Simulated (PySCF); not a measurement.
Isomers of C4H2O3, one GFN2-xTB conformer each. Single-point energies are computed at PBE0/pcSseg-1 (PySCF, gas phase, no added dispersion term), electronic only.

| SMILES | GFN2-xTB relative energy (kcal/mol) |
| --- | --- |
| O=COc1cc1=O | 51.8 |
| O=C1C=CC(=O)O1 | 0.0 |

Conformers: `[O:1]=[CH:2][O:3][c:4]1[cH:5][c:6]1=[O:7]` with O1–C2–O3–C4 0°, C2–O3–C4–C5 0°.

Task: What does PBE0/pcSseg-1 give for the same structures?

Result: 
```json
{"SMILES": "O=C1C=CC(=O)O1", "PBE0/pcSseg-1 E (Eh)": "-378.84477", "PBE0/pcSseg-1 (kcal/mol)": "0.0", "GFN2-xTB (kcal/mol)": "0.0", "point group": "C2v"}
{"SMILES": "O=COc1cc1=O", "PBE0/pcSseg-1 E (Eh)": "-378.75032", "PBE0/pcSseg-1 (kcal/mol)": "59.3", "GFN2-xTB (kcal/mol)": "51.8", "point group": "Cs"}
```

Both levels put the same isomer lowest. As drawn, the higher has a three-membered ring, which the lower lacks.

Task: Which frontier levels, dipoles and rotational constants go with these structures?

Result: 
```tsv
SMILES	HOMO (eV, PBE0/pcSseg-1)	LUMO (eV)	dipole (D)	A, B, C (MHz)
O=C1C=CC(=O)O1	-8.82	-3.30	4.12	6921, 2483, 1827
O=COc1cc1=O	-7.43	-1.68	3.55	10280, 1595, 1381
```
